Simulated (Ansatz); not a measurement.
# H: a listed cell, distorted in several ways

A set of self-consistent runs on H under moves of single atoms, further strains and shifts, distortions that keep the symmetry, other functionals, to map its energy surface near the listed cell.

Method: DFT PBE, scalar-relativistic, plane waves, PAW, unless a step's input says otherwise, in Ansatz 0.2.0.

## 1. Starting point

Symmetry: I4/mmm, No. 139, tetragonal system. The conventional cell has a = 3.383 Å, b = 3.383 Å, c = 4.117 Å, α = 90.00°, β = 90.00°, γ = 90.00°. H (site symmetry 4mm) has 1 H at 0.74 Å as nearest neighbours.

As a file:

```cif
data_structure
_symmetry_space_group_name_H-M 'I4/mmm'
_symmetry_Int_Tables_number 139
_cell_length_a 3.3831
_cell_length_b 3.3831
_cell_length_c 4.1169
_cell_angle_alpha 90.000
_cell_angle_beta 90.000
_cell_angle_gamma 90.000
_cell_volume 47.12
loop_
_atom_site_label
_atom_site_type_symbol
_atom_site_symmetry_multiplicity
_atom_site_Wyckoff_symbol
_atom_site_fract_x
_atom_site_fract_y
_atom_site_fract_z
_atom_site_occupancy
H1 H 4 e 0.00000 0.00000 0.90986 1
```

The structure comes from the Materials Project (structure only).

## 2. One atom moved

Against the listed cell: atom 1 (H) moved by 0.15 Å.

input.yaml

```yaml
crystal:
  lattice:
    - [-1.69153447, 1.69153447, 2.05847399]
    - [1.69153447, -1.69153447, 2.05847399]
    - [1.69153447, 1.69153447, -2.05847399]
  atoms:
    - { symbol: H, position: [0.8696668161, 0.8999883975, 0.012136909] }
    - { symbol: H, position: [0.09013771, 0.09013771, 0.0] }
basis:
  ecutwfc: 420
kpoints:
  mp_grid: { grid: [10, 10, 10] }
hamiltonian:
  xc: pbe
scf:
  occupations: { method: gaussian, width: 0.02 }
output:
  forces: true
  stress: true
  eigenvalues: true
  populations: true
```

## 3. A distortion that keeps the symmetry

input.yaml

```yaml
crystal:
  lattice:
    - [-1.7329939799, 1.7329939799, 2.1398042973]
    - [1.7329939799, -1.7329939799, 2.1398042973]
    - [1.7329939799, 1.7329939799, -2.1398042973]
  atoms:
    - { symbol: H, position: [0.9171492414, 0.9171492414, 0.0] }
    - { symbol: H, position: [0.0828507586, 0.0828507586, 0.0] }
basis:
  ecutwfc: 420
kpoints:
  mp_grid: { grid: [10, 10, 10] }
hamiltonian:
  xc: pbe
scf:
  occupations: { method: gaussian, width: 0.02 }
output:
  forces: true
  stress: true
  eigenvalues: true
```

## 4. Functional and cell changed: PBEsol

input.yaml

```yaml
crystal:
  lattice:
    - [-1.6955264913, 1.6955264913, 2.186840428]
    - [1.6955264913, -1.6955264913, 2.186840428]
    - [1.6955264913, 1.6955264913, -2.186840428]
  atoms:
    - { symbol: H, position: [0.8491376947, 0.8491376947, 0.0] }
    - { symbol: H, position: [0.1508623053, 0.1508623053, 0.0] }
basis:
  ecutwfc: 420
kpoints:
  mp_grid: { grid: [10, 10, 10] }
hamiltonian:
  xc: pbesol
scf:
  occupations: { method: gaussian, width: 0.02 }
output:
  forces: true
  stress: true
  eigenvalues: true
```

## 5. Another functional, on a distorted cell: r2SCAN

input.yaml

```yaml
crystal:
  lattice:
    - [-1.6501426215, 1.6501426215, 1.9463489118]
    - [1.6501426215, -1.6501426215, 1.9463489118]
    - [1.6501426215, 1.6501426215, -1.9463489118]
  atoms:
    - { symbol: H, position: [0.8734275328, 0.8734275328, 0.0] }
    - { symbol: H, position: [0.1265724672, 0.1265724672, 0.0] }
basis:
  ecutwfc: 500
kpoints:
  mp_grid: { grid: [10, 10, 10] }
hamiltonian:
  xc: r2scan
scf:
  occupations: { method: gaussian, width: 0.02 }
output:
  forces: true
  stress: true
  eigenvalues: true
```

## 6. A change within the space group

input.yaml

```yaml
crystal:
  lattice:
    - [-1.7280885299, 1.7280885299, 1.9794491735]
    - [1.7280885299, -1.7280885299, 1.9794491735]
    - [1.7280885299, 1.7280885299, -1.9794491735]
  atoms:
    - { symbol: H, position: [0.9171492414, 0.9171492414, 0.0] }
    - { symbol: H, position: [0.0828507586, 0.0828507586, 0.0] }
basis:
  ecutwfc: 420
kpoints:
  mp_grid: { grid: [10, 10, 10] }
hamiltonian:
  xc: pbe
scf:
  occupations: { method: gaussian, width: 0.02 }
output:
  forces: true
  stress: true
  eigenvalues: true
```

## 7. One atom moved

input.yaml

```yaml
crystal:
  lattice:
    - [-1.69153447, 1.69153447, 2.05847399]
    - [1.69153447, -1.69153447, 2.05847399]
    - [1.69153447, 1.69153447, -2.05847399]
  atoms:
    - { symbol: H, position: [0.7892758944, 0.9322644083, -0.0456745052] }
    - { symbol: H, position: [0.09013771, 0.09013771, 0.0] }
basis:
  ecutwfc: 420
kpoints:
  mp_grid: { grid: [10, 10, 10] }
hamiltonian:
  xc: pbe
scf:
  occupations: { method: gaussian, width: 0.02 }
output:
  forces: true
  stress: true
  eigenvalues: true
  populations: true
```

## 8. A change within a subgroup

input.yaml

```yaml
crystal:
  lattice:
    - [-1.8716828911, 1.6718788395, 2.161912308]
    - [1.8716828911, -1.6718788395, 2.161912308]
    - [1.8716828911, 1.6718788395, -2.161912308]
  atoms:
    - { symbol: H, position: [0.8491376947, 0.8491376947, 0.0] }
    - { symbol: H, position: [0.1508623053, 0.1508623053, 0.0] }
basis:
  ecutwfc: 420
kpoints:
  mp_grid: { grid: [10, 10, 10] }
hamiltonian:
  xc: pbe
scf:
  occupations: { method: gaussian, width: 0.02 }
output:
  forces: true
  stress: true
  eigenvalues: true
  populations: true
```

Q: Predict the outcome of this session. Wanted: for each run, case; energy; pressure; largest force.

As calculated:

| step | case | energy (meV/atom) | pressure (GPa) | largest force (eV/Å) | gap on the mesh (eV) |
| --- | --- | --- | --- | --- | --- |
| 2 | one atom moved | +0.0 | -5.3 | 2.93 | 7.28 |
| 3 | a distortion that keeps the symmetry | -89.2 | 2.6 | 1.62 | 9.45 |
| 4 | functional and cell changed: PBEsol | n/a | -12.7 | 4.17 | 2.97 |
| 5 | another functional, on a distorted cell: r2SCAN | n/a | -10.3 | 4.34 | 6.32 |
| 6 | a change within the space group | -8.9 | 6.9 | 4.45 | 9.84 |
| 7 | one atom moved | +81.9 | -7.0 | 3.57 | 6.14 |
| 8 | a change within a subgroup | +912.6 | -11.4 | 4.41 | 3.48 |

Energies are counted from step 2, with the smearing taken to zero. Other atoms or functionals have another zero of energy (n/a). 

Among the distorted cells of the listed formula and level the largest force, 4.45 eV/Å, comes in step 6, shared by 2 atoms. Among the distorted cells of the listed formula and level the gap runs from 3.48 eV to 9.84 eV.

These are semilocal Kohn-Sham gaps, which aren't the measured quantity. Such gaps usually fall short of the measured ones.
